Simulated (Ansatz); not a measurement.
# Zn3Se: the cost of one run

Computed with Ansatz 0.2.0 (DFT PBE, scalar-relativistic, plane waves, PAW, unless a step's input says otherwise).

1 further run of the same task is left out (it didn't finish). Runs told in other sessions of the task aren't counted.

### Step 1. The structure to begin with

It takes space group P6_3/mmc (No. 194, hexagonal). The conventional cell has a = 6.063 Å, b = 6.063 Å, c = 4.894 Å, α = 90.00°, β = 90.00°, γ = 120.00°. Around Zn (site symmetry mm2) lie 4 Se at 3.01 to 3.03 Å and 8 Zn at 3.01 to 3.04 Å. Se (site symmetry -6m2) is surrounded by 12 Zn at 3.01 to 3.03 Å.

As a file:

```cif
data_structure
_symmetry_space_group_name_H-M 'P 1'
_symmetry_Int_Tables_number 1
_cell_length_a 6.0633
_cell_length_b 6.0633
_cell_length_c 4.8944
_cell_angle_alpha 90.000
_cell_angle_beta 90.000
_cell_angle_gamma 120.000
_cell_volume 155.83
loop_
_atom_site_label
_atom_site_type_symbol
_atom_site_fract_x
_atom_site_fract_y
_atom_site_fract_z
_atom_site_occupancy
Zn1 Zn 0.83300 0.66600 0.25000 1
Zn2 Zn 0.16700 0.83300 0.75000 1
Zn3 Zn 0.33400 0.16700 0.25000 1
Zn4 Zn 0.16700 0.33400 0.75000 1
Zn5 Zn 0.83300 0.16700 0.25000 1
Zn6 Zn 0.66600 0.83300 0.75000 1
Se1 Se 0.33333 0.66667 0.25000 1
Se2 Se 0.66667 0.33333 0.75000 1
```

Recipe of the guess: species swapped into a database cell of Ti3Ga (P6_3/mmc, No. 194), with Zn on the Ti sites and Se on the Ga sites. Lengths come from tabulated atomic sizes and are only a guess.

### Step 2. Probe: one point on a coarse mesh

Contents of input.yaml:

```yaml
crystal:
  lattice:
    - [6.06331426, 0.0, 0.0]
    - [-3.03165713, 5.25098418, 0.0]
    - [0.0, 0.0, 4.89436746]
  atoms:
    - { symbol: Zn, position: [0.83299999, 0.66599998, 0.25] }
    - { symbol: Zn, position: [0.16700001, 0.83299999, 0.75] }
    - { symbol: Zn, position: [0.33400002, 0.16700001, 0.25] }
    - { symbol: Zn, position: [0.16700001, 0.33400002, 0.75] }
    - { symbol: Zn, position: [0.83299999, 0.16700001, 0.25] }
    - { symbol: Zn, position: [0.66599998, 0.83299999, 0.75] }
    - { symbol: Se, position: [0.33333333, 0.66666667, 0.25] }
    - { symbol: Se, position: [0.66666667, 0.33333333, 0.75] }
basis:
  ecutwfc: 420
kpoints:
  mp_grid: { grid: [3, 3, 4] }
hamiltonian:
  xc: pbe
scf:
  occupations: { method: gaussian, width: 0.1 }
  lower_state_search: "off"
output:
  forces: true
  stress: true
  eigenvalues: true
```

On the command line:

```
$ ansatz run input.yaml --threads 1 --pin off --max-ram 2560MiB --backend cpu --events-out ev --progress --plain --runs-dir out
```

**Question.** How long does this run take on 1 thread of Arm Neoverse V2, shared host, and how much memory does it need?

About 6 s, with a peak of 0.44 GiB.
